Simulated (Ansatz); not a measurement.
# InP3: clamped-ion strain scan

Theory: DFT PBEsol, scalar-relativistic, plane waves, PAW in Ansatz. Cutoff 420 eV, Γ-centred 6×6×6 k-points, Gaussian smearing of 0.15 eV. No spin polarisation. Energies are free energies at this smearing, counted from the undisturbed cell; pressure is positive in compression.

The undisturbed cell (relaxed at this level; it needn't be the usual structure):

```
In P
1.0
     3.71499    2.14485    3.27938
    -3.71499    2.14485    3.27938
     0.00000   -4.28970    3.27938
In P
2 6
Direct
  0.27328 0.27328 0.27328
  0.72672 0.72672 0.72672
  0.79471 0.24119 0.79471
  0.79471 0.79471 0.24119
  0.24119 0.79471 0.79471
  0.20529 0.75881 0.20529
  0.75881 0.20529 0.20529
  0.20529 0.20529 0.75881
```

The cell is strained by ε times the Voigt pattern (0, 0, 1, 0, 0, 0) (xx, yy, zz, yz, xz, xy; engineering shear) with fractional coordinates fixed. The cell is metallic on the mesh throughout.

| ε | ΔE (meV/atom) |
| --- | --- |
| -0.0600 | 25.7 |
| -0.0450 | 14.2 |
| -0.0300 | 6.2 |
| -0.0150 | 1.5 |
| 0.0000 | 0.0 |
| 0.0150 | 1.5 |
| 0.0300 | 6.0 |
| 0.0450 | 13.2 |
| 0.0525 | 17.8 |
| 0.0600 | 23.0 |

Predict the stress summed along the pattern (GPa, tension positive) at each point.

```csv
ε,"stress summed along the pattern (GPa, tension positive)"
-0.0600,-7.28
-0.0450,-5.30
-0.0300,-3.44
-0.0150,-1.68
0.0000,0.02
0.0150,1.65
0.0300,3.20
0.0450,4.64
0.0525,5.33
0.0600,5.99
```

Cost: 10 runs of about 1.8 core-minutes in all, on Arm Neoverse V2 (shared hosts).